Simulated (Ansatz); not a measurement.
# GaN (P6_3mc) in Ansatz: relaxation of cell and atoms with PBE+D3(BJ)

Aim: the relaxation of cell and atoms of GaN with PBE+D3(BJ).

All numbers are computed with Ansatz 0.2.0; they aren't measurements. Logs are shortened: lines on timing, memory, paths and dates and some standing lists are left out, and cuts for length are marked.

### Step 1. Starting point

It takes space group P6_3mc (No. 186, hexagonal). Conventional cell: a = 3.180 Å, b = 3.180 Å, c = 5.166 Å, α = 90.00°, β = 90.00°, γ = 120.00°. Ga (site symmetry 3m) is surrounded by 4 N at 1.94 to 1.95 Å. Around N (site symmetry 3m) lie 4 Ga at 1.94 to 1.95 Å.

### Step 2. Relaxation of cell and atoms, PBE+D3(BJ)

Contents of input.yaml:

```yaml
crystal:
  lattice:
    - [3.18, 0.0, 0.0]
    - [-1.59, 2.753960784, 0.0]
    - [0.0, 0.0, 5.166]
  atoms:
    - { symbol: Ga, position: [0.6666666667, 0.3333333333, 0.5] }
    - { symbol: Ga, position: [0.3333333333, 0.6666666667, 0.0] }
    - { symbol: "N", position: [0.6666666667, 0.3333333333, 0.875] }
    - { symbol: "N", position: [0.3333333333, 0.6666666667, 0.375] }
hamiltonian:
  xc: pbe
  pseudopotentials: { kind: paw }
  dispersion: d3bj
kpoints:
  mp_grid: { grid: [10, 10, 5] }
scf:
  occupations: { method: fermi_dirac, width: 0.05 }
output:
  forces: true
  stress: true
relax:
  f_tol: 0.01
  max_steps: 40
  cell: { stress_tol: 0.05 }
```

Potentials or basis: Ansatz PAW.

Command:

```
ansatz run input.yaml --threads 2 --pin off --max-ram 5120MiB --backend cpu --events-out ev --progress --plain --runs-dir out
```

Output:

```text
Warning: RAYON_NUM_THREADS=2 ignored (pool sized by the plan → 2); use --threads N
Engine: ansatz 0.2.0, aarch64-unknown-linux-gnu
Pseudopotentials: kind: paw
Pseudopotential: Ga, paw, valence charge 13, recommended cutoff 420 eV (normal), Ga.paw.azcp
Pseudopotential: N, paw, valence charge 5, recommended cutoff 420 eV (normal), N.paw.azcp
Functional definition: PBE
  parameter kappa = 0.804
  parameter beta = 0.06672455060314922
  exchange = pbe_x(kappa = kappa, mu = beta*pi^2/3)
  correlation = pbe_c(beta = beta)
Crystal: 4 atoms, lattice volume = 45.242 Å³
Basis set: ecut = 420 eV, 881 PW (Γ), exchange–correlation on 48×48×72 points (8 copies of the dense FFT grid, shifted against one another)
Bands: 22, of which v1, the nominal top of the filled ones, is band 18 counted from 1 (17 counted from 0)
Symmetry: 12 space group operations
Space group: P63mc (ITA 186), of the structure as read, at distance tolerance 3.6e-5 Å
k-points: 42 of 500 (time reversal used)
Non-local potential: Ga, projectors of the file, l = 0: 2, l = 1: 2, l = 2: 3, l = 3: 1
Non-local potential: N, projectors of the file, l = 0: 2, l = 1: 2, l = 2: 1
PAW form: soft (Blöchl's): semilocal exchange-correlation on the pseudo side does not see the compensation charge
PAW one-centre angular grid: Ga, 590 points (default); XC on 64 Gauss nodes
PAW one-centre angular grid: N, 110 points (default); XC on 64 Gauss nodes
Initial density: superposition of atomic densities (neutral atoms: chi_scale 0, normalization atom), corrected by the library's trained network
Initial wavefunctions: pseudopotential atomic-orbital guess
Functional: x = pbe(κ = 0.804, μ = 0.2195149727645171), c = pbe(β = 0.06672455060314922)
SCF iter   1: F=—  HF=-8336.822747 eV  |F-HF|=—  |Δ(HF+E_count)|=         —  Δρ=8.48e-4  dr2=1.83e-4  ethr=1.77e-3  ⟨swp⟩=5.1  Hψ=3699  notcnv=0
preconditioner: auto → Resta (q_TF=auto, 2.626 Å⁻¹)  ε∞=5.0  [insulator: Δε(μ)=1.958 eV  Ē_g=16.647 eV  σ=0.050 eV  W_gap=1.00  n_scr=22 (ndim 8)  ℏωp=33.1 eV  f_vac=0.008  D(μ)=0.00/eV (n_scr^D=0)  ε∞_Penn≈5.0]
SCF iter   2: F=—  HF=-8336.823362 eV  |F-HF|=—  |Δ(HF+E_count)|=   6.15e-4  Δρ=4.03e-4  dr2=2.57e-5  ethr=5.08e-7  ⟨swp⟩=2.2  Hψ=2026  notcnv=0
SCF iter   3: F=—  HF=-8336.823477 eV  |F-HF|=—  |Δ(HF+E_count)|=   1.15e-4  Δρ=1.87e-4  dr2=6.69e-6  ethr=7.13e-8  ⟨swp⟩=2.0  Hψ=1613  notcnv=0
SCF iter   4: F=—  HF=-8336.823504 eV  |F-HF|=—  |Δ(HF+E_count)|=   2.72e-5  Δρ=5.63e-5  dr2=9.62e-7  ethr=1.86e-8  ⟨swp⟩=2.0  Hψ=1659  notcnv=0
iter 5 did not close the SCF: its close was put off for the readings that it lacked (scf_convergence_deferred on its scf_iter line)
SCF iter   5: F=-8336.823507 eV  HF=-8336.823507 eV  |F-HF|=2.27e-7  |Δ(HF+E_count)|=   2.72e-6  Δρ=1.82e-5  dr2=9.27e-8  ethr=2.67e-9  ⟨swp⟩=2.0  Hψ=1676  notcnv=0
SCF iter   6: F=-8336.823507 eV  HF=-8336.823507 eV  |F-HF|=3.46e-9  |Δ(HF+E_count)|=   2.45e-7  Δρ=4.54e-6  dr2=8.40e-9  ethr=2.57e-10  ⟨swp⟩=2.0  Hψ=3477  notcnv=0
[... 53 lines left out ...]
SCF iter   3: F=—  HF=-8336.834276 eV  |F-HF|=—  |Δ(HF+E_count)|=   3.63e-9  Δρ=1.53e-5  dr2=9.17e-8  ethr=7.45e-11  ⟨swp⟩=4.0  Hψ=3341  notcnv=0
SCF iter   4: F=-8336.834276 eV  HF=-8336.834276 eV  |F-HF|=6.69e-9  |Δ(HF+E_count)|=   2.85e-8  Δρ=3.63e-6  dr2=5.71e-9  ethr=7.45e-11  ⟨swp⟩=4.0  Hψ=3361  notcnv=0
SCF 6 converged in 4 iterations: F = -8336.834276 eV  dr2 = 5.71e-9
relax step   6: F+E_penalty+E_count = -8336.83427599 eV  Δ(F+E_penalty+E_count) = +7.199e-5 eV  max|allowed force component| = 5.453e-6 eV/Å  Δτ_max = 0.0002 Å  P = +0.002 GPa  Ω = 46.090 Å³  energy of the carried Pulay correction = -8.124e-5 eV  (4 SCF iters, dr2 threshold 2.68e-8 eV, accepted)
iter 1 solved again at ethr=2.09e-8 eV; its pass at ethr=3.10e-3 eV (dr2=7.51e-6 eV) is discarded
SCF iter   1: F=—  HF=-8336.834340 eV  |F-HF|=—  |Δ(HF+E_count)|=         —  Δρ=4.34e-6  dr2=5.76e-9  ethr=2.09e-8  ⟨swp⟩=3.1  Hψ=6491  notcnv=0
SCF iter   2: F=—  HF=-8336.834341 eV  |F-HF|=—  |Δ(HF+E_count)|=   9.12e-7  Δρ=2.74e-6  dr2=2.28e-9  ethr=1.60e-11  ⟨swp⟩=2.0  Hψ=1682  notcnv=0
SCF iter   3: F=—  HF=-8336.834341 eV  |F-HF|=—  |Δ(HF+E_count)|=   1.07e-9  Δρ=1.60e-6  dr2=9.63e-10  ethr=6.34e-12  ⟨swp⟩=3.0  Hψ=1848  notcnv=0
SCF iter   4: F=—  HF=-8336.834341 eV  |F-HF|=—  |Δ(HF+E_count)|=  9.75e-10  Δρ=7.35e-7  dr2=2.09e-10  ethr=2.67e-12  ⟨swp⟩=2.0  Hψ=1133  notcnv=0
SCF iter   5: F=-8336.834341 eV  HF=-8336.834341 eV  |F-HF|=2.00e-11  |Δ(HF+E_count)|=  2.64e-10  Δρ=1.84e-7  dr2=1.24e-11  ethr=1.00e-12  ⟨swp⟩=2.9  Hψ=3654  notcnv=0
SCF 7 converged in 5 iterations: F = -8336.834341 eV  dr2 = 1.24e-11
relax step   7: F+E_penalty+E_count = -8336.83434106 eV  Δ(F+E_penalty+E_count) = -6.507e-5 eV  max|allowed force component| = 1.278e-5 eV/Å  Δτ_max = 0.0000 Å  P = +0.003 GPa  Ω = 46.090 Å³  stress off target by 5.58e-3 GPa  SCF on the basis re-selected at this cell (its energy is not comparable with the rows above)  (5 SCF iters)
basis re-selected at this cell: Δ(F+E_penalty+E_count) = -6.507e-5 eV, ΔP = +0.001 GPa vs the last step (what re-selecting the basis moved, of the pressure what is left beyond the Pulay correction that the steps carried, after the strain that the cell walked since its last selection, with what the two solves' SCF thresholds leave and, on support functions, any second-order correction that the steps lacked; it is no measure of the basis error at this ecutwfc). This SCF's stress stands 5.58e-3 GPa from its target on what of the cell is left free (relax.cell.stress_tol is 5.00e-2 GPa) and its largest allowed force component is 1.28e-5 eV/Å (relax.f_tol is 1.00e-2 eV/Å): within both
SCF converged after 5 iterations
Free energy (F): -8336.834341 eV
Harris-Foulkes:  -8336.834341 eV  (|F-HF|=2.00e-11)
Internal energy: -8336.834341 eV  (E = F + TS)
E sigma→0 (E₀):  -8336.834341 eV
Fermi energy:    10.523659 eV
--- Per-component energies (eV) ---
  E_band       = -14.381661
  E_kinetic    = 493.841564
  E_local      = -3918.058792  (includes V_loc(G=0)·N_el)
  E_nonlocal   = 948.787318
  E_hartree    = 1802.072259
  E_xc         = -257.409706
  E_vxc        = -268.034792  (∫ρ·V_xc dr)
  E_paw        = -4240.860784  (= ΣΔE_a)
  E_vpaw       = -875.061646  (= ΣTr[D̂ρ^β])
  E_aug_tail   = 0.000103  (compensation charges beyond the density's cutoff)
  E_ewald      = -3164.198782
  E_disp       = -1.007521  (pairwise vdW)
  E_smearing   = -0.000000  (= −TS)
  E_closure    = -0.000000  (closes the sum)
  Σ components = -8336.834341   (vs F -8336.834341, Δ=0.00e0)
--- Forces (eV/Å), atoms counted from 1 ---
  atom   1  Ga    -0.00000000    -0.00000000    -0.00001324
  atom   2  Ga    -0.00000000     0.00000000    -0.00001324
  atom   3  N      0.00000000    -0.00000000     0.00001232
  atom   4  N      0.00000000     0.00000000     0.00001232
  max |Σ_I F_I| component: 1.85e-6 eV/Å
--- Stress (GPa, compression-positive) ---
        0.002192       0.000000       0.000000
        0.000000       0.002192       0.000000
        0.000000       0.000000       0.005580
  P = ⅓ Tr σ = 0.0033 GPa (0.033 kbar)
--- Relaxed structure (5 steps of the walk, 5 accepted, 2 SCFs on fresh bases) ---
  F+E_penalty+E_count = -8336.83434106 eV   max|allowed force component| = 1.278e-5 eV/Å   (the final SCF, on the basis selected at the relaxed cell)
  cell:  # Å, volume = 46.0904 Å³
    - [3.1965388818586136, -3.0603079105186136e-19, 5.515472811985486e-18]
    - [-1.5982694409293068, 2.7682838758742636, -2.7577364059927423e-18]
    - [8.9600416814137e-18, 7.540427957708846e-34, 5.208583305684665]
  atoms:
    - { symbol: Ga, position: [0.6666666666666666, 0.33333333333333337, 0.49919113473892074] }
    - { symbol: Ga, position: [0.33333333333333337, 0.6666666666666667, -0.0008088652610792905] }
    - { symbol: N, position: [0.6666666666666666, 0.33333333333333337, 0.8758088652610794] }
    - { symbol: N, position: [0.33333333333333337, 0.6666666666666667, 0.3758088652610793] }
```

Run time: 9.8 s. Hardware: 2 threads of Arm Neoverse V2, shared host; peak memory 0.36 GiB.

Results:

```yaml
Free_energy: -8336.8343 eV
Relaxed_volume: 11.52 Å³/atom
Relaxed_cell: a = 3.197 Å, b = 3.197 Å, c = 5.209 Å, α = 90.00°, β = 90.00°, γ = 120.00°
Space_group_after_relaxing_to_0.05_Å: P6_3mc (No. 186)
Energy_gained_by_relaxing: 2.7 meV/atom
Ionic_steps: 7
Pressure_after_relaxing: 0.0 GPa
Band_gap_on_the_k_mesh: 1.84 eV
```

The path:
| step | energy change (eV) | largest force (eV/Å) | volume (Å³) |
| --- | --- | --- | --- |
| 1 | 0.0000 | 0.1362 | 45.24 |
| 2 | -0.0068 | 0.0966 | 45.73 |
| 3 | -0.0078 | 0.0420 | 46.07 |
| 4 | -0.0080 | 0.0031 | 46.06 |
| 5 | -0.0108 | 0.0028 | 46.06 |
| 6 | -0.0108 | 0.0000 | 46.09 |
| 7 | -0.0108 | 0.0000 | 46.09 |

Final structure:
```
Ga N
1.0
     3.19654    0.00000    0.00000
    -1.59827    2.76828    0.00000
     0.00000    0.00000    5.20858
Ga N
2 2
Direct
  0.66667 0.33333 0.49919
  0.33333 0.66667 0.99919
  0.66667 0.33333 0.87581
  0.33333 0.66667 0.37581
```

Caveat: odd divisions of the mesh miss points on the zone boundary, where band edges often lie, so the gap on the mesh can be too wide; the plane-wave basis is chosen anew once the cell has moved, so the energies of steps on either side of that aren't comparable; the pressure holds a Pulay correction of +0.5 GPa for the finite cutoff. Zero-point motion and thermal expansion aren't in these numbers.
